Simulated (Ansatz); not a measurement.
# ZnO: properties at the relaxed cell

One table from this session's results is given with a row withheld; the runs are named, their logs left out.

Program: Ansatz 0.2.0. Level of theory: DFT PBE, scalar-relativistic, plane waves, PAW. These are calculated values, not measurements.

1 further run of the same task is left out (set aside as unsound or not needed).

## The system as given

It takes space group P6_3mc (No. 186, hexagonal). Conventional cell: a = 3.279 Å, b = 3.279 Å, c = 5.293 Å, α = 90.00°, β = 90.00°, γ = 120.00°. Around Zn (site symmetry 3m) lie 4 O at 2.00 to 2.01 Å. O (site symmetry 3m) is surrounded by 4 Zn at 2.00 to 2.01 Å.

As a file:

```
CELL_PARAMETERS angstrom
3.27950 0.00000 0.00000
-1.63975 2.84013 0.00000
0.00000 0.00000 5.29332
ATOMIC_POSITIONS crystal
Zn 0.33333 0.66667 0.49997
Zn 0.66667 0.33333 0.99997
O 0.66667 0.33333 0.37904
O 0.33333 0.66667 0.87904
```

This cell was relaxed beforehand with the same method: volume 12.33 Å³/atom, gap on the mesh 0.74 eV.

The first run:

Contents of input.yaml:

```yaml
crystal:
  lattice:
    - [3.2794963785, 0.0, 0.0]
    - [-1.6397481892, 2.8401271754, 0.0]
    - [0.0, 0.0, 5.2933196432]
  atoms:
    - { symbol: Zn, position: [0.3333333333, 0.6666666667, 0.4999697864] }
    - { symbol: Zn, position: [0.6666666667, 0.3333333333, -3.02136e-05] }
    - { symbol: O, position: [0.6666666667, 0.3333333333, 0.3790402136] }
    - { symbol: O, position: [0.3333333333, 0.6666666667, 0.8790402136] }
basis:
  ecutwfc: 420
kpoints:
  mp_grid: { grid: [12, 12, 6] }
  band_path:
    path:
      - [[0.0, 0.0, 0.0], [0.5, 0.0, 0.0], [0.33333333, 0.33333333, 0.0], [0.0, 0.0, 0.0], [0.0, 0.0, 0.5], [0.5, 0.0, 0.5], [0.33333333, 0.33333333, 0.5], [0.0, 0.0, 0.5]]
      - [[0.5, 0.0, 0.5], [0.5, 0.0, 0.0]]
      - [[0.33333333, 0.33333333, 0.5], [0.33333333, 0.33333333, 0.0]]
    npoints: 14
hamiltonian:
  xc: pbe
scf:
  occupations: { method: gaussian, width: 0.02 }
  n_extra_bands: 10
output:
  forces: true
  stress: true
  eigenvalues: true
  populations: true
  dos: { projected: true, de: 0.02, nscf_kmesh: { grid: [18, 18, 9] } }
  bader: true
  write_density: true
  write_potential: true
  elf: true
  volumetric_format: npy
```

The run is started by

```sh
$ ansatz run input.yaml --threads 1 --pin off --max-ram 2560MiB --backend cpu --events-out ev --progress --plain --runs-dir out
```

Among the steps run: Bands, states and charges; Band edges anywhere in the zone; Eigenvalues a small step from each edge; Point at V/V0 = 0.97; Volume × 1.03; Volume × 0.94; Volume × 1.06.

One table of the session follows, with a row left open; its other results are not shown here.

| volume (Å³/atom) | energy above the lowest point (meV/atom) | pressure (GPa) | gap on the mesh (eV) |
| --- | --- | --- | --- |
| 11.586 | 20.0 | 9.15 | 0.83 |
| 11.956 | 4.7 | 4.21 | 0.79 |
| 12.326 | 0.0 | 0.01 | 0.74 |
| 12.696 | ? | ? | ? |
| 13.065 | 16.0 | -6.60 | 0.66 |

Q: Estimate the row for volume (Å³/atom) = 12.696 from the others.

Worked estimate for «energy above the lowest point (meV/atom)». A straight line through the neighbours (12.326, 0.0) and (13.065, 16.0) gives 0.0 + (16.0 − 0.0) × (12.696 − 12.326) / (13.065 − 12.326) = 8.0; a parabola fitted to 3 rows on both sides gives 3.8.

**Answer.** energy above the lowest point (meV/atom): 4.2; pressure (GPa): -3.56; gap on the mesh (eV): 0.70. In «energy above the lowest point (meV/atom)» the line misses by +3.8 and the parabola by -0.4.

Limits of these values: It is a Kohn-Sham gap, without temperature or zero-point motion.
